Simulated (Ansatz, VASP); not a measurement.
FeO (Wuestite): VASP beside Ansatz

```
Fe O
1.0
     0.00000    2.11140    2.11140
     2.11140    0.00000    2.11140
     2.11140    2.11140    0.00000
Fe O
1 1
Direct
  0.00000 0.00000 0.00000
  0.50000 0.50000 0.50000
```

Change from the starting cell: volume scaled by 0.94.

Alike in both runs: task single point; functional PBE; k mesh 11 × 11 × 11; occupations fermi-dirac, width 0.05 eV; collinear spin, ferromagnetic start.

|  | VASP | Ansatz |
| --- | --- | --- |
| version | VASP 6.6.1 | Ansatz 0.2.0 |
| potentials or method | VASP PAW PBE potentials, release 64 (Fe, O) | Ansatz PAW |
| plane-wave cutoff (eV) | 520 | 420 |
| valence electrons in the cell | 14 | 22 |

Ansatz gave:

| Quantity | Value |
| --- | --- |
| gap on the k mesh at the Fermi level (eV) | none |
| pressure (GPa) | 12.9 |
| net moment per atom (μB) | 2.00 |
| size of the moment on the site where the two differ most (μB) | 3.42 |

What did VASP give for the same quantities?

gap on the k mesh at the Fermi level (eV): none; pressure (GPa): 13.2; net moment per atom (μB): 2.00; size of the moment on the site where the two differ most (μB): 3.61.

Site moments also hang on the region over which each program counts them. A gap of «none» marks a metal or a gap that the smearing closes. The two sets of potentials don't hold the same shells in valence.

Caveats: a cell with one magnetic atom can't hold antiferromagnetic order, which such compounds often take; semilocal functionals often make such compounds metallic where correlation or magnetic order opens a gap, which also shifts bond lengths; the pressure holds a Pulay correction of +0.7 GPa for the finite cutoff (Ansatz).
